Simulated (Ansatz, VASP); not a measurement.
AlN: VASP beside Ansatz

```xyz
2
Lattice="0.0000 1.8068 1.8068 1.8068 0.0000 1.8068 1.8068 1.8068 0.0000" Properties=species:S:1:pos:R:3 pbc="T T T"
Al    0.0000    0.0000    0.0000
N     1.8068    1.8068    1.8068
```

Alike in both runs: functional PBE; k mesh 17 × 17 × 17; occupations fermi-dirac, width 0.08 eV; no spin polarisation.

Ansatz relaxed the structure, and its values are those at the end. VASP's run is a single point on that final structure, the one shown.

|  | VASP | Ansatz |
| --- | --- | --- |
| version | VASP 6.6.1 | Ansatz 0.2.0 |
| potentials or method | VASP PAW PBE potentials, release 64 (Al, N) | PAW with Ansatz's default frozen-core files, scalar-relativistic |
| plane-wave cutoff (eV) | 520 | 420 |
| valence electrons in the cell | 8 | 8 |

|  | VASP | Ansatz | Ansatz less VASP |
| --- | --- | --- | --- |
| gap on the k mesh at the Fermi level (eV) | 4.48 | 4.49 | +0.009 |

Caveats: an odd mesh through Γ misses points on the zone boundary, where band edges often lie. As with any semilocal functional, this PBE gap is likely too small.
